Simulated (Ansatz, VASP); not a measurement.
# One calculation of MgTe, two programs

INCAR

```
SYSTEM = MgTe
ALGO = Normal ; EDIFF = 1E-7
ENCUT = 520 ; ISIF = 2
ISMEAR = 0 ; LASPH = .TRUE.
LCHARG = .FALSE. ; LREAL = .FALSE.
LWAVE = .FALSE. ; NBANDS = 16
NELM = 100 ; PREC = Accurate
SIGMA = 0.05
```

KPOINTS

```
k-points
0
G
  9 9 4
  0 0 0
```

Contents of POSCAR:

```
MgTe
1.0
    4.6762020814      0.0000000000      0.0000000000
   -2.3381010407      4.0497097957      0.0000000000
    0.0000000000      0.0000000000      7.6168500000
Mg Te
2 2
Direct
    0.3333333333      0.6666666667      0.0000000000
    0.6666666667      0.3333333333      0.5000000000
    0.3333333333      0.6666666667      0.3700000000
    0.6666666667      0.3333333333      0.8700000000
```

Input for Ansatz:

```yaml
crystal:
  lattice:
    - [4.6762020814, 0.0, 0.0]
    - [-2.3381010407, 4.0497097957, 0.0]
    - [0.0, 0.0, 7.61685]
  atoms:
    - { symbol: Mg, position: [0.3333333333, 0.6666666667, 0.0] }
    - { symbol: Mg, position: [0.6666666667, 0.3333333333, 0.5] }
    - { symbol: Te, position: [0.3333333333, 0.6666666667, 0.37] }
    - { symbol: Te, position: [0.6666666667, 0.3333333333, 0.87] }
basis:
  ecutwfc: 420
kpoints:
  mp_grid: { grid: [9, 9, 4] }
hamiltonian:
  xc: lda
scf:
  occupations: { method: gaussian, width: 0.05 }
output:
  forces: true
  stress: true
  eigenvalues: true
```

Change from the starting cell: strain +0.030 along x and y, +0.030 along z, atoms carried along.

Alike in both runs: task single point; functional LDA; k mesh 9 × 9 × 4; occupations gaussian, width 0.05 eV; no spin polarisation.

|  | VASP | Ansatz |
| --- | --- | --- |
| version | VASP 6.6.1 | Ansatz 0.2.0 |
| potentials or method | VASP PAW LDA potentials, release 64 (Mg, Te) | scalar-relativistic, plane waves, PAW |
| plane-wave cutoff (eV) | 520 | 420 |
| valence electrons in the cell | 16 | 52 |

Ansatz gave:

```
gap on the k mesh at the Fermi level (eV)       : 1.91
least direct gap on the mesh (eV)               : 1.91
pressure (GPa)                                  : -3.4
largest component of the traceless stress (GPa) : 0.39
rms of the force components (eV/Å)              : 0.092
```

Problem. What did VASP give for the same quantities?

Solution. gap on the k mesh at the Fermi level (eV): 1.93; least direct gap on the mesh (eV): 1.93; pressure (GPa): -3.4; largest component of the traceless stress (GPa): 0.39; rms of the force components (eV/Å): 0.094.

Atom by atom the forces differ by 0.001 eV/Å (rms over components). The two sets of potentials don't hold the same shells in valence.

Caveats: spin-orbit coupling is left out, which moves the levels of the heavy elements.
